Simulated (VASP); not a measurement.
# CsBr (Pm-3m) in VASP: notebook

The runs below take CsBr through single point, relaxation of cell and atoms, with LDA.

All numbers are computed with VASP 6.6.1; they aren't measurements. Logs are shortened: lines on timing, memory, paths and dates and some standing lists are left out, and cuts for length are marked.

### 1 The structure

The structure is cubic, space group Pm-3m (No. 221). Conventional cell: a = 4.389 Å, b = 4.389 Å, c = 4.389 Å, α = 90.00°, β = 90.00°, γ = 90.00°. Around Cs (site symmetry m-3m) lie 8 Br at 3.80 Å. Br (site symmetry m-3m) is surrounded by 8 Cs at 3.80 Å.

### 2 Single point, LDA (relaxed again under DFT LDA, scalar-relativistic, plane waves, PAW)

INCAR reads:

```
  ALGO = Normal
  EDIFF = 1E-6
  ENCUT = 520
  ISIF = 2
  ISMEAR = 0
  LASPH = True
  LCHARG = False
  LREAL = False
  LWAVE = False
  NBANDS = 15
  NELM = 100
  PREC = Accurate
  SIGMA = 0.02
```

KPOINTS reads:

```
k-points
0
Gamma
  6 6 6
```

POSCAR reads:

```
CsBr
1.0
    4.1406186988      0.0000000000      0.0000000000
    0.0000000000      4.1406186988      0.0000000000
    0.0000000000      0.0000000000      4.1406186988
Cs Br
1 1
Direct
    0.0000000000      0.0000000000      0.0000000000
    0.5000000000      0.5000000000      0.5000000000
```

Potentials or basis: VASP PAW LDA potentials, release 64 (Cs_sv, Br).

On the command line:

```sh
> cat potpaw_LDA.64/Cs_sv/POTCAR potpaw_LDA.64/Br/POTCAR > POTCAR
> mpirun -np 1 vasp_std > vasp.out
```

OUTCAR:

```text
EDIFF = 1E-6
   ENCUT = 520
   ISIF = 2
   ISMEAR = 0
   LASPH = True
   LREAL = False
   NELM = 100
   PREC = Accurate

 ion  position               nearest neighbor table
   1  0.000  0.000  0.000-
   2  0.500  0.500  0.500-

  LATTYP: Found a simple cubic cell.
 ALAT       =     4.1406186988

  Lattice vectors:

 A1 = (   4.1406186988,   0.0000000000,   0.0000000000)
 A2 = (   0.0000000000,   4.1406186988,   0.0000000000)
 A3 = (   0.0000000000,   0.0000000000,   4.1406186988)

Analysis of symmetry for initial positions (statically):
=====================================================================
 Subroutine PRICEL returns:
 Original cell was already a primitive cell.

 Routine SETGRP: Setting up the symmetry group for a
 simple cubic supercell.

 Subroutine GETGRP returns: Found 48 space group operations
 (whereof 48 operations were pure point group operations)
 out of a pool of 48 trial point group operations.

The static configuration has the point symmetry O_h .

Analysis of symmetry for dynamics (positions and initial velocities):
=====================================================================
 Subroutine PRICEL returns:
 Original cell was already a primitive cell.

 Routine SETGRP: Setting up the symmetry group for a
 simple cubic supercell.

 Subroutine GETGRP returns: Found 48 space group operations
 (whereof 48 operations were pure point group operations)
 out of a pool of 48 trial point group operations.

The dynamic configuration has the point symmetry O_h .

 Subroutine INISYM returns: Found 48 space group operations
 (whereof 48 operations are pure point group operations),
 and found     1 'primitive' translations

----------------------------------------------------------------------------------------

                                     Primitive cell

  volume of cell :      70.9898

  direct lattice vectors                    reciprocal lattice vectors
     4.140618699  0.000000000  0.000000000     0.241509801  0.000000000  0.000000000
     0.000000000  4.140618699  0.000000000     0.000000000  0.241509801  0.000000000
     0.000000000  0.000000000  4.140618699     0.000000000  0.000000000  0.241509801

  length of vectors
     4.140618699  4.140618699  4.140618699     0.241509801  0.241509801  0.241509801

  position of ions in fractional coordinates (direct lattice)
     0.000000000  0.000000000  0.000000000
     0.500000000  0.500000000  0.500000000

  ion indices of the primitive-cell ions
   primitive index   ion index
                 1           1
                 2           2

----------------------------------------------------------------------------------------

 KPOINTS: k-points

Automatic generation of k-mesh.
 Grid dimensions read from file:
 generate k-points for:    6    6    6

 Generating k-lattice:

  Cartesian coordinates                     Fractional coordinates (reciprocal lattice)
     0.040251634  0.000000000  0.000000000     0.166666667  0.000000000  0.000000000
     0.000000000  0.040251634  0.000000000     0.000000000  0.166666667  0.000000000
     0.000000000  0.000000000  0.040251634     0.000000000  0.000000000  0.166666667

  Length of vectors
     0.040251634  0.040251634  0.040251634

  Shift w.r.t. Gamma in fractional coordinates (k-lattice)
     0.000000000  0.000000000  0.000000000

 Subroutine IBZKPT returns following result:
 ===========================================

 Found     20 irreducible k-points:

 Following reciprocal coordinates:
            Coordinates               Weight
  0.000000  0.000000  0.000000      1.000000
  0.166667  0.000000  0.000000      6.000000
  0.333333  0.000000  0.000000      6.000000
  0.500000  0.000000  0.000000      3.000000
  0.166667  0.166667  0.000000     12.000000
  0.333333  0.166667  0.000000     24.000000
[... 12 lines left out ...]
  0.500000  0.500000  0.333333      6.000000
  0.500000  0.500000  0.500000      1.000000
   k-points           NKPTS =     20   k-points in BZ     NKDIM =     20   number of bands    NBANDS=     15
   number of dos      NEDOS =    301   number of ions     NIONS =      2
   total plane-waves  NPLWV =  32768
   dimension x,y,z NGX =    32 NGY =   32 NGZ =   32
   dimension x,y,z NGXF=    64 NGYF=   64 NGZF=   64
   ions per type =               1   1
   NGX,Y,Z   is equivalent  to a cutoff of  12.85, 12.85, 12.85 a.u.
   NGXF,Y,Z  is equivalent  to a cutoff of  25.70, 25.70, 25.70 a.u.
 SYSTEM =  unknown system
   PREC   = accura    normal or accurate (medium, high low for compatibility)
   ISTART =      0    job   : 0-new  1-cont  2-samecut
   ICHARG =      2    charge: 1-file 2-atom 10-const
   ISPIN  =      1    spin polarized calculation?
   LNONCOLLINEAR =      F non collinear calculations
   LSORBIT =      F    spin-orbit coupling
   LASPH  =      T    aspherical Exc in radial PAW
   ENCUT  =  520.0 eV  38.22 Ry    6.18 a.u.   7.70  7.70  7.70*2*pi/ulx,y,z
   NELM   =    100;   NELMIN=  2; NELMDL= -5     # of ELM steps
   EDIFF  = 0.1E-05   stopping-criterion for ELM
   LREAL  =      F    real-space projection
   EDIFFG = 0.1E-04   stopping-criterion for IOM
   NSW    =      0    number of steps for IOM
   IBRION =     -1    ionic relax: 0-MD 1-quasi-New 2-CG
   NFREE  =      0    steps in history (QN), initial steepest desc. (CG)
   ISIF   =      2    stress and relaxation
   ISYM   =      2    0-nonsym 1-usesym 2-fastsym
   POTIM  = 0.5000    time-step for ionic-motion
   TEBEG  =    0.0;   TEEND  =   0.0 temperature during run
   PSTRESS=    0.0 pullay stress
   NELECT =      16.0000    total number of electrons
   NUPDOWN=      -1.0000    fix difference up-down
   EMIN   =  10.00;   EMAX   =-10.00  energy-range for DOS
   EFERMI =   0.00;   METHOD = LEGACY
   ISMEAR =     0;   SIGMA  =   0.02  broadening in eV -4-tet -1-fermi 0-gaus
   EFERMI_NEDOS =   21; number of points for ismear=-14 and -15
   IALGO  =     38    algorithm
   IMIX   =      4    mixing-type and parameters
     AMIX     =   0.40;   BMIX     =  1.00
     AMIX_MAG =   1.60;   BMIX_MAG =  1.00
  volume/ion in A,a.u.               =      35.49       239.53
  Fermi-wavevector in a.u.,A,eV,Ry     =   0.996283  1.882703 13.504881  0.992581
  Thomas-Fermi vector in A             =   2.128361
   LORBIT       =      0    0 simple, 1 ext, 2 COOP (PROOUT), +10 PAW based schemes
   GGA     = CA    functional components
   LHFCALC =     F    Hartree Fock is set to
   AEXX    =    0.0000 exact exchange contribution
   IVDW    =     0    specifies the selected vdW correction
   LEPSILON=     F    determine dielectric tensor
   LRPA    =     F    only Hartree local field effects (RPA)
 non-spin polarized calculation
 Gauss-broadening in eV      SIGMA  =   0.02
  energy-cutoff  :      520.00
  volume of cell :       70.99
 maximum number of plane-waves:      1936
 NGX is ok and might be reduce to    32
   NGX = 15   NGY = 15   NGZ = 15

 number of electron      16.0000002 magnetization

 Free energy of the ion-electron system (eV)
  ---------------------------------------------------
  ext. energy  EPLUGINS =         0.00000000
  ---------------------------------------------------
  free energy    TOTEN  =        -6.79322021 eV

  energy without entropy =       -6.79322021  energy(sigma->0) =       -6.79322021

 E-fermi :   0.3263     XC(G=0):  -8.8542

 val. band max:        0.2073651615   @ k =   0.0000   0.0000   0.0000
 cond. band min:       4.7078212472   @ k =   0.0000   0.0000   0.0000
 fundamental gap:      4.5004560857
 Fermi energy:         0.3263164669

 k-point     1 :       0.0000    0.0000    0.0000
  band No.  band energies     occupation
      1     -19.4408      2.00000
      2     -12.3583      2.00000
      3      -5.9788      2.00000
      4      -5.9788      2.00000
      5      -5.9788      2.00000
      6       0.2074      2.00000
      7       0.2074      2.00000
      8       0.2074      2.00000
      9       4.7078      0.00000
     10       4.7078      0.00000
     11       4.7635      0.00000
     12       9.5357      0.00000
     13       9.5357      0.00000
     14       9.5357      0.00000
     15      12.5365      0.00000

 k-point     2 :       0.1667    0.0000    0.0000
  band No.  band energies     occupation
      1     -19.4189      2.00000
      2     -12.3709      2.00000
      3      -6.1162      2.00000
      4      -5.9383      2.00000
      5      -5.9383      2.00000
      6      -0.3214      2.00000
      7       0.1264      2.00000
      8       0.1264      2.00000
      9       4.9062      0.00000
     10       5.4307      0.00000
     11       5.5346      0.00000
     12       9.3668      0.00000
     13       9.3668      0.00000
     14       9.7016      0.00000
     15      10.9261      0.00000

 k-point     3 :       0.3333    0.0000    0.0000
  band No.  band energies     occupation
      1     -19.3745      2.00000
      2     -12.4003      2.00000
      3      -6.3523      2.00000
      4      -5.8542      2.00000
      5      -5.8542      2.00000
      6      -1.1242      2.00000
      7      -0.0422      2.00000
      8      -0.0422      2.00000
      9       5.4397      0.00000
     10       6.9623      0.00000
     11       7.1573      0.00000
     12       9.1093      0.00000
     13       9.2725      0.00000
     14       9.2725      0.00000
     15      10.1215      0.00000
[... 271 lines left out ...]
 k-point    19 :       0.5000    0.5000    0.3333
  band No.  band energies     occupation
      1     -19.2292      2.00000
      2     -12.1547      2.00000
      3      -6.6013      2.00000
      4      -6.6013      2.00000
      5      -6.3371      2.00000
      6      -1.1151      2.00000
      7      -1.1151      2.00000
      8      -1.0395      2.00000
      9       7.9820      0.00000
     10       7.9921      0.00000
     11       8.2064      0.00000
     12       8.2064      0.00000
     13      10.4859      0.00000
     14      10.4859      0.00000
     15      12.1697      0.00000

 k-point    20 :       0.5000    0.5000    0.5000
  band No.  band energies     occupation
      1     -19.2123      2.00000
      2     -12.1260      2.00000
      3      -6.5217      2.00000
      4      -6.5217      2.00000
      5      -6.5217      2.00000
      6      -1.3385      2.00000
      7      -1.3385      2.00000
      8      -1.3385      2.00000
      9       8.8720      0.00000
     10       8.8720      0.00000
     11       8.8720      0.00000
     12       9.6469      0.00000
     13       9.6469      0.00000
     14       9.6469      0.00000
     15      12.2375      0.00000

------------------------ aborting loop because EDIFF is reached ----------------------------------------

  FORCE on cell =-STRESS in cart. coord.  units (eV):
  Direction    XX          YY          ZZ          XY          YZ          ZX
  --------------------------------------------------------------------------------------
  -------------------------------------------------------------------------------------
  Total        0.0438617      0.0438617      0.0438617     -0.0000000     -0.0000000      0.0000000
  in kB        0.9899198      0.9899198      0.9899198     -0.0000000     -0.0000000      0.0000000
  external PRESSURE =       0.9899198 kB  Pullay stress =       0.0000000 kB

 VOLUME and BASIS-vectors are now :
 -----------------------------------------------------------------------------
  energy-cutoff  :      520.00
  volume of cell :       70.99
      direct lattice vectors                 reciprocal lattice vectors
     4.140618699  0.000000000  0.000000000     0.241509801  0.000000000  0.000000000
     0.000000000  4.140618699  0.000000000     0.000000000  0.241509801  0.000000000
     0.000000000  0.000000000  4.140618699     0.000000000  0.000000000  0.241509801

 POSITION                                       TOTAL-FORCE (eV/Angst)
 -----------------------------------------------------------------------------------
      0.00000      0.00000      0.00000         0.000000      0.000000      0.000000
      2.07031      2.07031      2.07031         0.000000      0.000000      0.000000
 -----------------------------------------------------------------------------------
    total drift:                                0.000000      0.000000     -0.000000

  FREE ENERGIE OF THE ION-ELECTRON SYSTEM (eV)
  ---------------------------------------------------
  free  energy   TOTEN  =        -6.7932202088 eV

  energy  without entropy=       -6.7932202088  energy(sigma->0) =       -6.79322021
```

It took 5.9 s on 1 thread of Intel Xeon 6975P-C (Granite Rapids), shared host; peak memory 0.16 GiB.

Results:

```
Free energy            : -6.7932 eV
Pressure               : 0.1 GPa
Band gap on the k mesh : 4.50 eV, direct
```

Levels at points of the mesh, in eV from the valence-band top:
```tsv
k point	band 4	band 5	band 6	band 7	band 8	band 9	band 10	band 11	band 12	band 13
(0.00, 0.00, 0.00)	-6.19	-6.19	0.00	0.00	0.00	4.50	4.50	4.56	9.33	9.33
(0.50, 0.00, 0.00)	-6.02	-6.02	-1.67	-0.34	-0.34	5.66	7.56	8.03	8.08	9.16
(0.50, 0.50, 0.00)	-7.02	-5.92	-0.63	-0.63	-0.06	5.01	5.30	7.13	7.13	11.68
(0.50, 0.50, 0.50)	-6.73	-6.73	-1.55	-1.55	-1.55	8.66	8.66	8.66	9.44	9.44
```

Caveat: spin-orbit coupling is left out, which moves the levels of the heavy elements. A k mesh can miss the band edges.

### 3 Relaxation of cell and atoms, LDA

INCAR reads:

```
SYSTEM = CsBr
  PREC = Accurate
  ENCUT = 600
  EDIFF = 1E-6
  ISMEAR = 0
  SIGMA = 0.02
  LREAL = .FALSE.
  LASPH = .TRUE.
  NELM = 100
  ALGO = Fast
  ISIF = 3
  LWAVE = .FALSE.
  LCHARG = .FALSE.
  GGA = CA
  IBRION = 2
  NSW = 70
  EDIFFG = -0.005
```

KPOINTS reads:

```
regular mesh
0
G
  6 6 6
  0 0 0
```

POSCAR reads:

```
CsBr
1.0
    4.3893097666      0.0000000000      0.0000000000
    0.0000000000      4.3893097666      0.0000000000
    0.0000000000      0.0000000000      4.3893097666
Cs Br
1 1
Direct
    0.0000000000      0.0000000000      0.0000000000
    0.5000000000      0.5000000000      0.5000000000
```

Potentials or basis: VASP PAW LDA potentials, release 64 (Cs_sv, Br).

On the command line:

```sh
> cat potpaw_LDA.64/Cs_sv/POTCAR potpaw_LDA.64/Br/POTCAR > POTCAR
> mpirun -np 1 vasp_std > vasp.out
```

Run time: 30 s. Hardware: 1 thread of Intel Xeon 6975P-C (Granite Rapids), shared host; peak memory 0.19 GiB.

It converged, with:

```
Free energy                            : -6.7938 eV
Relaxed volume                         : 35.71 Å³/atom
Relaxed cell                           : a = 4.149 Å, b = 4.149 Å, c = 4.149 Å, α = 90.00°, β = 90.00°, γ = 90.00°
Space group after relaxing (to 0.05 Å) : Pm-3m (No. 221)
Energy gained by relaxing              : 56.6 meV/atom
Ionic steps                            : 8
Pressure after relaxing                : 0.0 GPa
Band gap on the k mesh                 : 4.51 eV, direct
```

The path:
```tsv
step	energy change (eV)	largest force (eV/Å)	pressure (GPa)	volume (Å³)
1	0.0000	0.0000	-2.29	84.56
2	-0.0848	0.0000	-1.39	77.38
3	-0.1129	0.0000	-0.20	71.96
4	-0.1132	0.0000	0.05	71.16
5	-0.1132	0.0000	-0.04	71.42
6	-0.1132	0.0000	-0.03	71.42
7	-0.1132	0.0000	-0.03	71.41
8	-0.1132	0.0000	-0.02	71.41
```

Final structure:
```
Cs Br
1.0
     4.14882    0.00000    0.00000
     0.00000    4.14882    0.00000
     0.00000    0.00000    4.14882
Cs Br
1 1
Direct
  0.00000 0.00000 0.00000
  0.50000 0.50000 0.50000
```

Levels at points of the mesh, in eV from the valence-band top:
```tsv
k point	band 4	band 5	band 6	band 7	band 8	band 9	band 10	band 11	band 12
(0.00, 0.00, 0.00)	-6.19	-6.19	0.00	0.00	0.00	4.51	4.51	4.53	9.31
(0.50, 0.00, 0.00)	-6.03	-6.03	-1.65	-0.33	-0.33	5.66	7.53	8.04	8.04
(0.50, 0.50, 0.00)	-7.02	-5.93	-0.63	-0.63	-0.06	5.01	5.30	7.12	7.12
(0.50, 0.50, 0.50)	-6.73	-6.73	-1.53	-1.53	-1.53	8.64	8.64	8.64	9.41
```

Caveat: the volume moved by over 15 % at a fixed basis, so the end points are rough; spin-orbit coupling is left out, which moves the levels of the heavy elements. Zero-point motion and thermal expansion aren't in these numbers.
